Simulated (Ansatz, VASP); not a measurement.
**Sn: VASP beside Ansatz**

Contents of INCAR:

```
SYSTEM = Sn
  PREC = Accurate
  ENCUT = 520
  EDIFF = 1E-7
  ISMEAR = -1
  SIGMA = 0.05
  LREAL = .False.
  LASPH = .True.
  NELM = 100
  ALGO = Normal
  ISIF = 2
  LWAVE = .False.
  LCHARG = .True.
  GGA = CA
  LELF = .True.
  LVHAR = .True.
  NBANDS = 13
```

File KPOINTS:

```
Automatic mesh
0
Gamma
  10 10 10
  0 0 0
```

File POSCAR:

```
Sn
1.0
   -1.9877657590      1.9877657590      1.6268574157
    1.9877657590     -1.9877657590      1.6268574157
    1.9877657590      1.9877657590     -1.6268574157
Sn
1
Direct
    0.0000000000      0.0000000000      0.0000000000
```

The input input.yaml:

```yaml
crystal:
  lattice:
    - [-1.987765759, 1.987765759, 1.6268574157]
    - [1.987765759, -1.987765759, 1.6268574157]
    - [1.987765759, 1.987765759, -1.6268574157]
  atoms:
    - { symbol: Sn, position: [0.0, 0.0, 0.0] }
kpoints:
  mp_grid: { grid: [10, 10, 10] }
scf:
  occupations: { method: fermi_dirac, width: 0.05 }
hamiltonian:
  xc: lda
  pseudopotentials: { kind: all_electron, lapw: { basis_error: 0.001 } }
output:
  forces: true
  stress: true
  eigenvalues: true
```

Change from the starting cell: volume scaled by 0.94.

Alike in both runs: task single point; functional LDA; k mesh 10 × 10 × 10; occupations fermi-dirac, width 0.05 eV; no spin polarisation.

|  | VASP | Ansatz |
| --- | --- | --- |
| version | VASP 6.6.1 | Ansatz 0.2.0 |
| potentials or method | VASP PAW LDA potentials, release 64 (Sn_d) | all-electron LAPW, scalar-relativistic |
| plane-wave cutoff (eV) | 520 | see its input |

Ansatz gave:

```
gap on the k mesh at the Fermi level (eV)       : none
pressure (GPa)                                  : -0.1
largest component of the traceless stress (GPa) : 1.07
```

What did VASP give for the same quantities?

gap on the k mesh at the Fermi level (eV): none; pressure (GPa): -0.1; largest component of the traceless stress (GPa): 1.10.

A gap of «none» marks a metal or a gap that the smearing closes. Ansatz ran all-electron here, so the differences hold the error of VASP's frozen core and of both bases.
